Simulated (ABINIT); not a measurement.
# AlV2C (P6_3/mmc) in ABINIT: equation of state

How stiff is AlV2C in PBE, and what volume does it want? The cell is scaled to several volumes.

Everything below comes from runs of ABINIT 10.8.3 (patched build). Logs are shortened: lines on timing, memory, paths and dates and some standing lists are left out, and cuts for length are marked. The log counts tension as positive stress, the text compression.

## 1. The structure

The structure is hexagonal, space group P6_3/mmc (No. 194). The conventional cell has a = 2.888 Å, b = 2.888 Å, c = 13.105 Å, α = 90.00°, β = 90.00°, γ = 120.00°. Around V (site symmetry 3m) lie 3 C at 2.02 Å. Around Al (site symmetry -6m2) lie 6 V at 2.72 Å and 6 Al at 2.89 Å. Around C (site symmetry -3m) lie 6 V at 2.02 Å.

The cell comes from a database or a generator and needn't be the stable form of this composition.

## 2. Equation of state, PBE, collinear spin, ferromagnetic start

run.abi reads:

```
# Datasets: one volume each
ndtset 7
scalecart1 3*0.9795861087
scalecart2 3*0.9864848297
scalecart3 3*0.9932883884
scalecart4 3*1.0000000000
scalecart5 3*1.0066227096
scalecart6 3*1.0131594038
scalecart7 3*1.0196128224

# Pseudopotentials
pp_dirpath "./"
pseudos "V.GGA_PBE-JTH.xml, Al.GGA_PBE-JTH.xml, C.GGA_PBE-JTH.xml"

# Structure
acell 3*1.0
rprim
     5.4567714049     0.0000000000     0.0000000000
    -2.7283857025     4.7257026593     0.0000000000
     0.0000000000     0.0000000000    24.7645265896
ntypat 3
znucl 23 13 6
natom 8
typat 1 1 1 1 2 2 3 3
xred
     0.3333333333     0.6666666667     0.9136157800
     0.6666666667     0.3333333333     0.0863842200
     0.6666666667     0.3333333333     0.4136157800
     0.3333333333     0.6666666667     0.5863842200
     0.6666666667     0.3333333333     0.7500000000
     0.3333333333     0.6666666667     0.2500000000
     0.0000000000     0.0000000000     0.5000000000
     0.0000000000     0.0000000000     0.0000000000

# Plane-wave basis
ecut 19.0
pawecutdg 38.0
pawxcdev 0

# k points
kptopt 1
ngkpt 11 11 2
nshiftk 1
shiftk 0.0 0.0 0.0

# Exchange and correlation
ixc 11

# Bands and occupations
nband 42
occopt 3
tsmear 0.00183747

# Spin
nsppol 2
spinat
     0.0000000000     0.0000000000     2.0000000000
     0.0000000000     0.0000000000     2.0000000000
     0.0000000000     0.0000000000     2.0000000000
     0.0000000000     0.0000000000     2.0000000000
     0.0000000000     0.0000000000     0.0000000000
     0.0000000000     0.0000000000     0.0000000000
     0.0000000000     0.0000000000     0.0000000000
     0.0000000000     0.0000000000     0.0000000000

# SCF cycle
nstep 100
tolvrs 1.0e-9

# Output
iomode 3
prtwf 0
prtden 0
prteig 0
prtebands 0
```

Potentials or basis: JTH PAW PBE v2.0.

On the command line:

```console
$ mpirun --bind-to none -np 4 abinit run.abi > log 2>&1
```

run.abo:

```text
.Version 10.8.3 of ABINIT
 DATASET    1 : space group P6_3/m m c (#194); Bravais hP (primitive hexag.)
================================================================================
 Values of the parameters that define the memory need for DATASET  1.
     intxc =       0    ionmov =       0      iscf =      17    lmnmax =      18
     lnmax =       6     mgfft =      96  mpssoang =       3    mqgrid =    6732
     natom =       8  nloc_mem =       2    nspden =       2   nspinor =       1
    nsppol =       2      nsym =      24    n1xccc =       1    ntypat =       3
    occopt =       3   xclevel =       2
       mpw =        2398          nfft =       55296          nkpt =          32
Pmy_natom=         2
 PAW method is used; the additional fine FFT grid is defined by:
   mgfftf=       144    nfftf =    129600
================================================================================
================================================================================
[... 77 lines left out ...]
================================================================================
 Values of the parameters that define the memory need for DATASET  7.
     intxc =       0    ionmov =       0      iscf =      17    lmnmax =      18
     lnmax =       6     mgfft =     100  mpssoang =       3    mqgrid =    7007
     natom =       8  nloc_mem =       2    nspden =       2   nspinor =       1
    nsppol =       2      nsym =      24    n1xccc =       1    ntypat =       3
    occopt =       3   xclevel =       2
       mpw =        2722          nfft =       57600          nkpt =          32
Pmy_natom=         2
 PAW method is used; the additional fine FFT grid is defined by:
   mgfftf=       144    nfftf =    147456
================================================================================
================================================================================

--------------------------------------------------------------------------------
------------- Echo of variables that govern the present computation ------------
--------------------------------------------------------------------------------
 -outvars: echo values of preprocessed input variables --------
            acell      1.0000000000E+00  1.0000000000E+00  1.0000000000E+00 Bohr
              amu      5.09415000E+01  2.69815390E+01  1.20110000E+01
             ecut      1.90000000E+01 Hartree
              ixc          11
           jdtset        1    2    3    4    5    6    7
         kptrlatt       11    0    0      0   11    0      0    0    2
          kptrlen1     4.85179725E+01
          kptrlen2     4.88596596E+01
          kptrlen3     4.91966334E+01
          kptrlen4     4.95290532E+01
          kptrlen5     4.98570697E+01
          kptrlen6     5.01808260E+01
          kptrlen7     5.05004577E+01
            natom           8
            nband          42
           ndtset           7
            ngfft1         24      24      96
            ngfft2         24      24      96
            ngfft3         24      24     100
            ngfft4         24      24     100
            ngfft5         24      24     100
            ngfft6         24      24     100
            ngfft7         24      24     100
          ngfftdg1         30      30     144
          ngfftdg2         30      30     144
          ngfftdg3         32      32     144
          ngfftdg4         32      32     144
          ngfftdg5         32      32     144
          ngfftdg6         32      32     144
          ngfftdg7         32      32     144
             nkpt          32
           nspden           2
           nsppol           2
            nstep         100
             nsym          24
           ntypat           3
           occopt           3
        pawecutdg      3.80000000E+01 Hartree
         pawxcdev           0
           prtden           0
        prtebands           0
           prteig           0
            prtwf           0
            rprim1     5.3453774666E+00  0.0000000000E+00  0.0000000000E+00
                      -2.6726887333E+00  4.6292326789E+00  0.0000000000E+00
                       0.0000000000E+00  0.0000000000E+00  2.4258986236E+01
[... 26 lines left out ...]
                       0.0000000000E+00  0.0000000000E+00  0.0000000000E+00
           tolvrs      1.00000000E-09
           tsmear      1.83747000E-03 Hartree
            typat      1  1  1  1  2  2  3  3
           useylm           1
           xangst1    -1.7279232798E-11  1.6331229573E+00  1.1728362289E+01
                       1.4143259685E+00  8.1656147866E-01  1.1089403778E+00
                       1.4143259685E+00  8.1656147866E-01  5.3097109556E+00
                      -1.7279232798E-11  1.6331229573E+00  7.5275917112E+00
                       1.4143259685E+00  8.1656147866E-01  9.6279770001E+00
                      -1.7279232798E-11  1.6331229573E+00  3.2093256667E+00
                       5.2340575153E-17  0.0000000000E+00  6.4186513334E+00
                       5.2340575153E-17  0.0000000000E+00  0.0000000000E+00
           xangst2    -1.7401005524E-11  1.6446242021E+00  1.1810959111E+01
                       1.4242863387E+00  8.2231210106E-01  1.1167500743E+00
                       1.4242863387E+00  8.2231210106E-01  5.3471045182E+00
                      -1.7401005524E-11  1.6446242021E+00  7.5806046669E+00
                       1.4242863387E+00  8.2231210106E-01  9.6957818889E+00
                      -1.7401005524E-11  1.6446242021E+00  3.2319272963E+00
                       5.2709182898E-17 -9.1294982803E-17  6.4638545926E+00
                       5.2709182898E-17 -9.1294982803E-17  0.0000000000E+00
           xangst3    -1.7520660647E-11  1.6559667965E+00  1.1892416576E+01
[... 80 lines left out ...]
                       2.7642896316E+00  1.5959633629E+00  2.1674157560E+00
                       2.7642896316E+00  1.5959633629E+00  1.0377790741E+01
                      -3.3771702103E-11  3.1919267259E+00  1.4712622253E+01
                       2.7642896316E+00  1.5959633629E+00  1.8817809746E+01
                      -3.3771702103E-11  3.1919267259E+00  6.2726032487E+00
                      -3.0689779958E-16  1.7718752720E-16  1.2545206497E+01
                      -3.0689779958E-16  1.7718752720E-16  0.0000000000E+00
            xcart7    -3.3986941901E-11  3.2122580175E+00  2.3069007527E+01
                       2.7818970467E+00  1.6061290088E+00  2.1812213242E+00
                       2.7818970467E+00  1.6061290088E+00  1.0443893102E+01
                      -3.3986941901E-11  3.2122580175E+00  1.4806335750E+01
                       2.7818970467E+00  1.6061290088E+00  1.8937671639E+01
                      -3.3986941901E-11  3.2122580175E+00  6.3125572129E+00
                      -5.1475435888E-17 -8.9158070302E-17  1.2625114426E+01
                      -5.1475435888E-17 -8.9158070302E-17 -7.0083463620E-16
             xred      3.3333333333E-01  6.6666666667E-01  9.1361578000E-01
                       6.6666666667E-01  3.3333333333E-01  8.6384220000E-02
                       6.6666666667E-01  3.3333333333E-01  4.1361578000E-01
                       3.3333333333E-01  6.6666666667E-01  5.8638422000E-01
                       6.6666666667E-01  3.3333333333E-01  7.5000000000E-01
                       3.3333333333E-01  6.6666666667E-01  2.5000000000E-01
                       1.8503717077E-17  0.0000000000E+00  5.0000000000E-01
                       1.8503717077E-17  0.0000000000E+00  0.0000000000E+00
            znucl       23.00000   13.00000    6.00000

================================================================================

 chkinp: Checking input parameters for consistency, jdtset=   1.

 chkinp: Checking input parameters for consistency, jdtset=   2.
[... 60 lines left out ...]
- pspini: atom type   3  psp file is ./C.GGA_PBE-JTH.xml
 Pseudopotential format is: paw10
 basis_size (lnmax)=  4 (lmn_size=  8), orbitals=   0   0   1   1
 Spheres core radius: rc_sph= 1.50736703
 Shapefunction is SIN type: shapef(r)=[sin(pi*r/rshp)/(pi*r/rshp)]**2
 Radius for shape functions =  1.30052589
 Compensation charge density is not taken into account in XC energy/potential

   5.96662700E+03                                ecore*ucvol(ha*bohr**3)
--------------------------------------------------------------------------------

================================================================================

--- !BeginCycle
iteration_state: {dtset: 1, }
solver: {iscf: 17, nstep: 100, nline: 4, wfoptalg: 10, }
tolerances: {tolvrs: 1.00E-09, }
...
[... 1992 lines left out ...]
-Cartesian components of stress tensor (GPa)         [Pressure= -8.3617E+00 GPa]
- sigma(1 1)=  7.92129634E+00  sigma(3 2)=  0.00000000E+00
- sigma(2 2)=  7.92129634E+00  sigma(3 1)=  0.00000000E+00
- sigma(3 3)=  9.24254517E+00  sigma(2 1)=  4.13709242E-09

== END DATASET(S) ==============================================================
================================================================================

 -outvars: echo values of variables after computation  --------
            acell      1.0000000000E+00  1.0000000000E+00  1.0000000000E+00 Bohr
           etotal1    -3.0413517564E+02
           etotal2    -3.0414176857E+02
           etotal3    -3.0414610345E+02
           etotal4    -3.0414833092E+02
           etotal5    -3.0414867116E+02
           etotal6    -3.0414732468E+02
           etotal7    -3.0414443827E+02
            fcart1    -1.0743689152E-28 -3.8103355490E-28 -1.1294588015E-02
                       1.8496461177E-29  9.8836968622E-29  1.1294588015E-02
                       5.6276466986E-29 -1.2655676212E-28 -1.1294588015E-02
                      -3.1876879901E-29  3.7512605792E-28  1.1294588015E-02
                      -9.8385431793E-30 -2.2948353634E-29 -8.6715457116E-32
                       3.7386464081E-29  3.3400079052E-29  8.6715457116E-32
                       1.8496461177E-29  1.1587782528E-29 -0.0000000000E+00
                       1.8496461177E-29  1.1587782528E-29 -0.0000000000E+00
            fcart2     6.2917125131E-29 -9.3633328815E-29 -6.4613563951E-03
                       3.9078959709E-31 -1.0085324815E-28  6.4613563951E-03
[... 122 lines left out ...]
                       1.4627990764E+00  8.4454744053E-01  1.1469470239E+00
                       1.4627990764E+00  8.4454744053E-01  5.4916903561E+00
                      -1.7871215114E-11  1.6890948811E+00  7.7855844039E+00
                       1.4627990764E+00  8.4454744053E-01  9.9579560700E+00
                      -1.7871215114E-11  1.6890948811E+00  3.3193186900E+00
                      -1.6240332150E-16  9.3763601387E-17  6.6386373800E+00
                      -1.6240332150E-16  9.3763601387E-17  0.0000000000E+00
           xangst7    -1.7985115110E-11  1.6998537373E+00  1.2207593053E+01
                       1.4721165192E+00  8.4992686863E-01  1.1542526159E+00
                       1.4721165192E+00  8.4992686863E-01  5.5266702187E+00
                      -1.7985115110E-11  1.6998537373E+00  7.8351754505E+00
                       1.4721165192E+00  8.4992686863E-01  1.0021384252E+01
                      -1.7985115110E-11  1.6998537373E+00  3.3404614173E+00
                      -2.7239627575E-17 -4.7180418940E-17  6.6809228346E+00
                      -2.7239627575E-17 -4.7180418940E-17 -3.7086571784E-16
             xred      3.3333333333E-01  6.6666666667E-01  9.1361578000E-01
                       6.6666666667E-01  3.3333333333E-01  8.6384220000E-02
                       6.6666666667E-01  3.3333333333E-01  4.1361578000E-01
                       3.3333333333E-01  6.6666666667E-01  5.8638422000E-01
                       6.6666666667E-01  3.3333333333E-01  7.5000000000E-01
                       3.3333333333E-01  6.6666666667E-01  2.5000000000E-01
                       1.8503717077E-17  0.0000000000E+00  5.0000000000E-01
                       1.8503717077E-17  0.0000000000E+00  0.0000000000E+00
 Calculation completed.
```

It took 17 min on 4 MPI ranks of Arm Neoverse V1, shared host; peak memory 1 GiB.

Results:

| Property | Result |
| --- | --- |
| Equilibrium volume | 11.99 Å³/atom |
| Bulk modulus at fixed shape and positions | 205 GPa |
| Pressure derivative of the bulk modulus | 4.1 |

Energy against volume, from the lowest point:
```
volume (Å³/atom)  energy (meV/atom)
          11.119              45.90
          11.356              23.48
          11.592               8.73
          11.829               1.16
          12.066               0.00
          12.302               4.58
          12.539              14.40
```

Caveat: pressures at fixed basis lie under the slope of the energies; the cell was scaled at fixed shape and fractional positions, which overstates the stiffness of a crystal with free parameters, most of all of layers and chains.
